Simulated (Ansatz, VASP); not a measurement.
# BN (Qingsongite) in two plane-wave programs

Aim: how closely do two programs agree when they are given the same cell, functional and k mesh? The cell is taken from a series of VASP runs on this material, whose earlier steps may have relaxed, scaled or displaced it; both programs get it as it stands.

Method: plane waves, with VASP 6.6.1 beside it; single point at LDA, in Ansatz 0.2.0.

### Step 1. Set-up

It takes space group F-43m (No. 216, cubic). Conventional cell: a = 3.615 Å, b = 3.615 Å, c = 3.615 Å, α = 90.00°, β = 90.00°, γ = 90.00°. Nearest to N lie 4 B at 1.57 Å. Nearest to B lie 4 N at 1.57 Å. Farther neighbours and most contacts between anions are not listed.

Coordinates:

```cif
data_structure
_symmetry_space_group_name_H-M 'P 1'
_symmetry_Int_Tables_number 1
_cell_length_a 2.5562
_cell_length_b 2.5562
_cell_length_c 2.5562
_cell_angle_alpha 60.000
_cell_angle_beta 60.000
_cell_angle_gamma 60.000
_cell_volume 11.81
loop_
_atom_site_label
_atom_site_type_symbol
_atom_site_fract_x
_atom_site_fract_y
_atom_site_fract_z
_atom_site_occupancy
N1 N 0.75000 0.75000 0.75000 1
B2 B 0.00000 0.00000 0.00000 1
```

### Step 2. Ansatz: single point, LDA

Ansatz runs on its default PAW (the set named soft_2) files.

A single point gives forces, pressure and levels at one fixed geometry, so differences don't come from the geometry; what else differs is listed under the comparison.

input.yaml

```yaml
crystal:
  lattice:
    - [0.0, 1.8075, 1.8075]
    - [1.8075, 0.0, 1.8075]
    - [1.8075, 1.8075, 0.0]
  atoms:
    - { symbol: "N", position: [0.75, 0.75, 0.75] }
    - { symbol: B, position: [0.0, 0.0, 0.0] }
hamiltonian:
  xc: lda
  pseudopotentials: { kind: paw }
kpoints:
  mp_grid: { grid: [8, 8, 8] }
scf:
  occupations: { method: gaussian, width: 0.01 }
  n_extra_bands: 4
output:
  forces: true
  stress: true
  eigenvalues: true
  write_density: true
  write_potential: true
  elf: true
  volumetric_format: npy
```

On the command line:

```console
$ ansatz run input.yaml --threads 2 --pin off --max-ram 4608MiB --backend cpu --events-out ev --progress --plain --runs-dir out
```

Numbers of over 12 decimals in the logs are rounded to 6 here.

The log of the run:

```text
scf.n_extra_bands = 4 over 4 filled bands (N_el = 8.0): the run solves 8 bands
Engine: ansatz 0.2.0, aarch64-unknown-linux-gnu
Pseudopotentials: kind: paw
Pseudopotential: N, paw, valence charge 5, recommended cutoff 420 eV (normal), N.paw.azcp
Pseudopotential: B, paw, valence charge 3, recommended cutoff 420 eV (normal), B.paw.azcp
Functional definition: SPW92
  exchange = slater_x
  correlation = pw_c
Crystal: 2 atoms, lattice volume = 11.810 Å³
Basis set: ecut = 420 eV, 259 PW (Γ)
Bands: 8, of which v1, the nominal top of the filled ones, is band 4 counted from 1 (3 counted from 0)
Symmetry: 24 space group operations
Space group: F-43m (ITA 216), of the structure as read, at distance tolerance 2.3e-5 Å
k-points: 29 of 512 (time reversal used)
Non-local potential: N, projectors of the file, l = 0: 2, l = 1: 2, l = 2: 1
Non-local potential: B, projectors of the file, l = 0: 2, l = 1: 2, l = 2: 1
PAW form: soft (Blöchl's): semilocal exchange-correlation on the pseudo side does not see the compensation charge
PAW frozen core: N, regenerated for the run's functional, and the local potential with it (the file was generated under x = pbe(κ = 0.804, μ = 0.219515), c = pbe(β = 0.066725))
PAW frozen core: B, regenerated for the run's functional, and the local potential with it (the file was generated under x = pbe(κ = 0.804, μ = 0.219515), c = pbe(β = 0.066725))
PAW one-centre angular grid: N, 110 points (default); XC on 64 Gauss nodes
PAW one-centre angular grid: B, 110 points (default); XC on 64 Gauss nodes
Initial density: superposition of atomic densities (neutral atoms: chi_scale 0, normalization atom), corrected by the library's trained network
Initial wavefunctions: pseudopotential atomic-orbital guess
Functional: x = slater, c = lda
SCF iter   1: F=—  HF=-526.458048 eV  |F-HF|=—  |Δ(HF+E_count)|=         —  Δρ=7.33e-3  dr2=4.61e-3  ethr=1.77e-3  ⟨swp⟩=4.8  Hψ=1495  notcnv=0
preconditioner: auto → none  [insulator: Δε(μ)=4.305 eV  Ē_g=19.817 eV  σ=0.010 eV  W_gap=1.00  n_scr=0 (ndim 8)  ℏωp=30.6 eV  f_vac=0.000  D(μ)=0.00/eV (n_scr^D=0)  ε∞_Penn≈3.4]
SCF iter   2: F=—  HF=-526.456764 eV  |F-HF|=—  |Δ(HF+E_count)|=   1.28e-3  Δρ=3.20e-3  dr2=4.39e-4  ethr=5.77e-5  ⟨swp⟩=2.2  Hψ=596  notcnv=0
SCF iter   3: F=—  HF=-526.456628 eV  |F-HF|=—  |Δ(HF+E_count)|=   1.36e-4  Δρ=1.34e-3  dr2=7.32e-5  ethr=5.48e-6  ⟨swp⟩=2.8  Hψ=448  notcnv=0
SCF iter   4: F=—  HF=-526.456609 eV  |F-HF|=—  |Δ(HF+E_count)|=   1.98e-5  Δρ=3.87e-4  dr2=6.11e-6  ethr=9.15e-7  ⟨swp⟩=1.0  Hψ=232  notcnv=0
SCF iter   5: F=—  HF=-526.456607 eV  |F-HF|=—  |Δ(HF+E_count)|=   1.73e-6  Δρ=5.27e-5  dr2=1.21e-7  ethr=7.64e-8  ⟨swp⟩=1.0  Hψ=232  notcnv=0
SCF iter   6: F=-526.456607 eV  HF=-526.456607 eV  |F-HF|=3.26e-11  |Δ(HF+E_count)|=   1.36e-8  Δρ=3.08e-6  dr2=3.96e-10  ethr=1.25e-9  ⟨swp⟩=6.8  Hψ=986  notcnv=0
SCF 1 converged in 6 iterations: F = -526.456607 eV  dr2 = 3.96e-10
  greatest PAW one-centre occupation: 0.780 electrons in one spin orbital (limit 2), on the N atom at site 0 (counted from 0), in its partial waves of l = 0
SCF converged after 6 iterations
Free energy (F): -526.456607 eV
Harris-Foulkes:  -526.456607 eV  (|F-HF|=3.26e-11)
Internal energy: -526.456607 eV  (E = F + TS)
E sigma→0 (E₀):  -526.456607 eV
Fermi energy:    13.103086 eV
--- Per-component energies (eV) ---
  E_band       = 24.805932
  E_kinetic    = 185.144418
  E_local      = -176.548919  (includes V_loc(G=0)·N_el)
  E_nonlocal   = 58.497368
  E_hartree    = 48.602143
  E_xc         = -92.553759
  E_vxc        = -115.539006  (∫ρ·V_xc dr)
  E_paw        = -191.339185  (= ΣΔE_a)
  E_vpaw       = -23.952446  (= ΣTr[D̂ρ^β])
  E_aug_tail   = 0.000099  (compensation charges beyond the density's cutoff)
  E_ewald      = -358.384650
  E_core_change = 0.125878  (= ΣΔE_core)
  E_smearing   = -0.000000  (= −TS)
  E_closure    = -0.000000  (closes the sum)
  Σ components = -526.456607   (vs F -526.456607, Δ=0.00e0)
--- Forces (eV/Å), atoms counted from 1 ---
  atom   1  N      0.00000000     0.00000000     0.00000000
  atom   2  B     -0.00000000     0.00000000     0.00000000
  max |Σ_I F_I| component: 4.90e-16 eV/Å
--- Stress (GPa, compression-positive) ---
      -10.977459      -0.000000      -0.000000
       -0.000000     -10.977459       0.000000
       -0.000000       0.000000     -10.977459
  P = ⅓ Tr σ = -10.9775 GPa (-109.775 kbar)
--- Band table (eV; the first three rows and the last of 29) ---
  k-point 0: bands = ["-9.1513", "10.9228", "10.9228", "10.9228", "19.6195", "19.6195", "19.6195", "21.3342"]
  k-point 1: bands = ["-8.7708", "9.0633", "10.5419", "10.5419", "20.0267", "20.1890", "20.1890", "22.4613"]
  k-point 2: bands = ["-7.6642", "5.4719", "9.7907", "9.7907", "20.5516", "21.1340", "21.1340", "24.3888"]
  k-point 28: bands = ["-3.1604", "3.4186", "3.9001", "4.3642", "20.3651", "24.1399", "25.1818", "25.5811"]
```

Elapsed: 0.84 s, on 2 threads of Arm Neoverse N1, shared host; peak memory 0.24 GiB; 1.1 s of CPU time.

The column dr2 measures how far the density is from self-consistency, as an energy; F and HF (Harris–Foulkes) agree once it is small.

The run ends at a pressure of -10.98 GPa.

### Step 3. VASP: single point, LDA

The same cell, functional (in two slightly different forms), mesh and smearing now go to VASP, with its own data sets and cutoff.

Lines of VASP's logs that name or quote its potential files are left out, and so is its time.

INCAR

```
SYSTEM = BN
PREC = Accurate
ENCUT = 450
EDIFF = 1E-08
NELM = 100
ISMEAR = 0
SIGMA = 0.01
LREAL = .FALSE.
ALGO = Normal
GGA = CA
NBANDS = 10
LORBIT = 11
LWAVE = .TRUE.
LCHARG = .FALSE.
KPAR = 8
```

POSCAR

```
BN
1.0
    0.0000000000      1.8075000000      1.8075000000
    1.8075000000      0.0000000000      1.8075000000
    1.8075000000      1.8075000000      0.0000000000
N B
1 1
Direct
    0.7500000000      0.7500000000      0.7500000000
    0.0000000000      0.0000000000      0.0000000000
```

KPOINTS

```
Automatic mesh
0
Gamma
8 8 8
0 0 0
```

The projector-augmented-wave data sets are N_GW and B_GW (LDA family, release 64).

On the command line:

```console
$ mpirun -np 8 vasp_std
```

The log of the run:

```text
[banner, memory and clock lines left out]
running    8 mpi-ranks, on    1 nodes
 distrk:  each k-point on    1 cores,    8 groups
 distr:  one band on    1 cores,    1 groups

 POSCAR found type information on POSCAR N B
 POSCAR found :  2 types and       2 ions
|                                                                             |
|           W    W    AA    RRRRR   N    N  II  N    N   GGGG   !!!           |
|           W    W   A  A   R    R  NN   N  II  NN   N  G    G  !!!           |
|           W    W  A    A  R    R  N N  N  II  N N  N  G       !!!           |
|           W WW W  AAAAAA  RRRRR   N  N N  II  N  N N  G  GGG   !            |
|           WW  WW  A    A  R   R   N   NN  II  N   NN  G    G                |
|           W    W  A    A  R    R  N    N  II  N    N   GGGG   !!!           |
|                                                                             |
|     For optimal performance we recommend to set                             |
|       NCORE = 2 up to number-of-cores-per-socket                            |
|     NCORE specifies how many cores store one orbital (NPAR=cpu/NCORE).      |
|     This setting can greatly improve the performance of VASP for DFT.       |
|     The default, NCORE=1 might be grossly inefficient on modern             |
|     multi-core architectures or massively parallel machines. Do your        |
|     Unfortunately you need to use the default for GW and RPA                |
|     calculations (for HF NCORE is supported but not extensively tested      |
|     yet).                                                                   |
|                                                                             |

 LDA part: xc-table for (Slater(with rela. corr.)+CA(PZ))
 , standard interpolation
 POSCAR, INCAR and KPOINTS ok, starting setup
 FFT: planning ... GRIDC
 FFT: planning ... GRID_SOFT
 FFT: planning ... GRID
 WAVECAR not read
 entering main loop
       N       E                     dE             d eps       ncg     rms          rms(c)
DAV:   1     0.230580928678E+02    0.23058E+02   -0.47718E+03   604   0.788E+02
DAV:   2    -0.195288951188E+02   -0.42587E+02   -0.39066E+02   694   0.234E+02
DAV:   3    -0.204874308914E+02   -0.95854E+00   -0.95595E+00   690   0.297E+01
DAV:   4    -0.204919130850E+02   -0.44822E-02   -0.44812E-02   684   0.235E+00
DAV:   5    -0.204919402875E+02   -0.27202E-04   -0.27201E-04   740   0.168E-01    0.612E+00
DAV:   6    -0.195589301052E+02    0.93301E+00   -0.30330E+00   820   0.145E+01    0.229E+00
DAV:   7    -0.194451685920E+02    0.11376E+00   -0.89228E-02   804   0.276E+00    0.115E+00
DAV:   8    -0.194148838689E+02    0.30285E-01   -0.45685E-02   866   0.178E+00    0.135E-01
DAV:   9    -0.194147919782E+02    0.91891E-04   -0.74064E-04   688   0.314E-01    0.273E-02
DAV:  10    -0.194147879939E+02    0.39843E-05   -0.36378E-05   736   0.704E-02    0.672E-03
DAV:  11    -0.194147885207E+02   -0.52677E-06   -0.11167E-06   704   0.958E-03    0.200E-03
DAV:  12    -0.194147884476E+02    0.73107E-07   -0.23841E-07   766   0.497E-03    0.172E-04
DAV:  13    -0.194147884496E+02   -0.20663E-08   -0.34724E-09   414   0.600E-04
   1 F= -.19414788E+02 E0= -.19414788E+02  d E =-.294799E-14
 writing wavefunctions
```

Parts of OUTCAR (step 3):

```text
ion  position               nearest neighbor table
   1  0.750  0.750  0.750-   2 1.57   2 1.57   2 1.57   2 1.57
   2  0.000  0.000  0.000-   1 1.57   1 1.57   1 1.57   1 1.57

  LATTYP: Found a face centered cubic cell.
 ALAT       =     3.6150000000

 Subroutine GETGRP returns: Found 24 space group operations
 (whereof 24 operations were pure point group operations)

The static configuration has the point symmetry T_d .

 Found     29 irreducible k-points:

   k-points           NKPTS =     29   k-points in BZ     NKDIM =     29   number of bands    NBANDS=     10

   dimension x,y,z NGX =    18 NGY =   18 NGZ =   18
   dimension x,y,z NGXF=    36 NGYF=   36 NGZF=   36

   ENCUT  =  450.0 eV  33.07 Ry    5.75 a.u.   4.42  4.42  4.42*2*pi/ulx,y,z

   NELECT =       8.0000    total number of electrons

 k-points in reciprocal lattice and weights: Automatic mesh
   0.00000000  0.00000000  0.00000000       0.002
   0.12500000  0.00000000  0.00000000       0.016
   0.25000000  0.00000000  0.00000000       0.016
   0.37500000  0.00000000  0.00000000       0.016
   0.50000000  0.00000000  0.00000000       0.008
   0.12500000  0.12500000  0.00000000       0.012
   0.25000000  0.12500000  0.00000000       0.047
   0.37500000  0.12500000  0.00000000       0.047
   0.50000000  0.12500000  0.00000000       0.047
[...]
-0.37500000  0.50000000  0.12500000       0.023
  -0.25000000  0.50000000  0.25000000       0.012

 average (electrostatic) potential at core
       1 -62.1703       2 -29.5325

 E-fermi :   7.5162

 k-point     1 :       0.0000    0.0000    0.0000
  band No.  band energies     occupation
      1     -12.6004      2.00000
      2       7.4681      2.00000
      3       7.4681      2.00000
      4       7.4681      2.00000
      5      16.1562      0.00000
      6      16.1562      0.00000
      7      16.1562      0.00000
      8      17.9056      0.00000
      9      31.9575      0.00000
    ...

 k-point     2 :       0.1250    0.0000    0.0000
  band No.  band energies     occupation
      1     -12.2208      2.00000
      2       5.6043      2.00000
      3       7.0830      2.00000
      4       7.0830      2.00000
      5      16.5701      0.00000
      6      16.7268      0.00000
      7      16.7268      0.00000
      8      19.0255      0.00000
      9      31.4264      0.00000
    ...

 k-point     3 :       0.2500    0.0000    0.0000
  band No.  band energies     occupation
      1     -11.1148      2.00000
      2       2.0160      2.00000
      3       6.3336      2.00000
      4       6.3336      2.00000
      5      17.1016      0.00000
      6      17.6739      0.00000
      7      17.6739      0.00000
      8      20.9502      0.00000
      9      30.5604      0.00000
    ...

  Total       -1.0498752     -1.0498752     -1.0498752      0.0000000      0.0000000     -0.0000000
  in kB     -142.4240534   -142.4240534   -142.4240534      0.0000000      0.0000000     -0.0000000
  external PRESSURE =    -142.4240534 kB  Pullay stress =       0.0000000 kB

  energy-cutoff  :      450.00
  volume of cell :       11.81
      direct lattice vectors                 reciprocal lattice vectors
     0.000000000  1.807500000  1.807500000    -0.276625173  0.276625173  0.276625173
     1.807500000  0.000000000  1.807500000     0.276625173 -0.276625173  0.276625173
     1.807500000  1.807500000  0.000000000     0.276625173  0.276625173 -0.276625173

 POSITION                                       TOTAL-FORCE (eV/Angst)
 -----------------------------------------------------------------------------------
      2.71125      2.71125      2.71125        -0.000000     -0.000000     -0.000000
      0.00000      0.00000      0.00000         0.000000      0.000000      0.000000
 -----------------------------------------------------------------------------------
    total drift:                               -0.000001     -0.000001     -0.000001

  FREE ENERGIE OF THE ION-ELECTRON SYSTEM (eV)
  ---------------------------------------------------
  free  energy   TOTEN  =       -19.4147884496 eV

  energy  without entropy=      -19.4147884496  energy(sigma->0) =      -19.41478845

 total charge
# of ion       s       p       d       tot
------------------------------------------
    1        1.165   2.682   0.000   3.847
    2        0.633   1.265   0.000   1.898
--------------------------------------------------
tot          1.798   3.947   0.000   5.745

[... 3 further parts left out ...]
```

The run ends at a pressure of -14.24 GPa.

### Step 4. Differences

Known differences besides the potentials themselves: the two LDA forms differ slightly; the cutoff is 420 eV in Ansatz and 450 eV in VASP; VASP's log shows a relativistic correction to its local exchange, Ansatz's none. Total energies have different zeros and are not compared.

Compared:

```csv
quantity,Ansatz,VASP,difference
gap on the k mesh (eV),4.361,4.347,+0.013
```

Not compared: the pressure (VASP's GW data sets at this cutoff don't carry it). A gap on the mesh is an upper bound, since the band edges may lie between its points.

### Step 5. What the set-up changes

Further runs change the set-up of one program: Ansatz's method, potentials or start, or VASP's data sets, cutoff or form of LDA. The table gives Ansatz less VASP for each quantity, since a change that brings one quantity closer may part another.

```csv
run,gap on the k mesh (eV)
as above,0.013
cores kept as stored,0.011
Ansatz's all-electron LAPW method,0.0053
Ansatz's larger PAW set (cutoff 900 eV),0.0071
norm-conserving potentials (cutoff 1143 eV),0.072
```

### Step 6. What came out

- difference in gap on the k mesh (single point, LDA): 0.013 eV

In words: The difference in gap on the k mesh is 0.013 eV (single point, LDA), within the 0.08 eV picked in this series as the mark of a large difference. Single point, LDA, Ansatz's all-electron LAPW method: the difference in gap on the k mesh goes from 0.013 to 0.0053 eV. Single point, LDA, Ansatz's larger PAW set (cutoff 900 eV): the difference in gap on the k mesh goes from 0.013 to 0.0071 eV. Single point, LDA, norm-conserving potentials (cutoff 1143 eV): the difference in gap on the k mesh goes from 0.013 to 0.072 eV. Such differences can come from data sets, numerical settings and the points named under the comparisons, not from the functional's error against experiment.

[Lines on the potential files, build, host, timing and source positions are cut from VASP's logs without a mark.]

[Logs are printed without paths, hosts, clocks, repeated set-up lines and the standing remarks that a program may print on its own settings, such as how far it seeks lower states.]

[Hosts, paths, dates, database ids (printed as entryN), source tags and the programs' standing remarks are cut or masked in the printed files.]
